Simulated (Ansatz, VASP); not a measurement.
## One calculation of MgS, two programs

File INCAR:

```
SYSTEM = MgS
PREC = Accurate
ENCUT = 520
EDIFF = 1E-6
ISMEAR = 0
SIGMA = 0.05
LREAL = .False.
LASPH = .True.
NELM = 80
ALGO = Normal
ISIF = 2
LWAVE = .False.
LCHARG = .True.
GGA = PE
LELF = .True.
LVHAR = .True.
NBANDS = 11
```

The input KPOINTS:

```
Automatic mesh
0
Gamma
  8 8 8
  0 0 0
```

POSCAR

```
MgS
1.0
    0.0000000000      2.6016500000      2.6016500000
    2.6016500000      0.0000000000      2.6016500000
    2.6016500000      2.6016500000      0.0000000000
Mg S
1 1
Direct
    0.0000000000      0.0000000000      0.0000000000
    0.4711721408      0.4711721408      0.5288278592
```

Input for Ansatz:

```yaml
crystal:
  lattice:
    - [0.0, 2.60165, 2.60165]
    - [2.60165, 0.0, 2.60165]
    - [2.60165, 2.60165, 0.0]
  atoms:
    - { symbol: Mg, position: [0.0, 0.0, 0.0] }
    - { symbol: S, position: [0.4711721408, 0.4711721408, 0.5288278592] }
basis:
  ecutwfc: 420
kpoints:
  mp_grid: { grid: [8, 8, 8] }
hamiltonian:
  xc: pbe
scf:
  occupations: { method: gaussian, width: 0.05 }
output:
  forces: true
  stress: true
  eigenvalues: true
  write_density: true
  write_potential: true
  elf: true
  volumetric_format: npy
```

Change from the starting cell: all S atoms moved +0.150 Å, as atom 2 towards its neighbour atom 1 (Mg) at 2.602 Å.

Alike in both runs: task single point; functional PBE; k mesh 8 × 8 × 8; occupations gaussian, width 0.05 eV; no spin polarisation.

```csv
,VASP,Ansatz
version,VASP 6.6.1,Ansatz 0.2.0
potentials or method,"VASP PAW PBE potentials, release 64 (Mg, S)","scalar-relativistic, plane waves, PAW"
plane-wave cutoff (eV),520,420
valence electrons in the cell,8,16
```

|  | VASP | Ansatz | Ansatz less VASP |
| --- | --- | --- | --- |
| gap on the k mesh at the Fermi level (eV) | 2.78 | 2.80 | +0.015 |
| least direct gap on the mesh (eV) | 3.70 | 3.72 | +0.013 |
| pressure (GPa) | 1.6 | 1.9 | +0.30 |
| largest component of the traceless stress (GPa) | 1.89 | 1.89 | -0.003 |
| rms of the force components (eV/Å) | 0.276 | 0.275 | -0.0002 |

Atom by atom the forces differ by 0.000 eV/Å (rms over components). With one functional, cell and mesh, what is left measures potentials, basis and numerics. The two sets of potentials don't hold the same shells in valence.

A k mesh can miss the band edges.
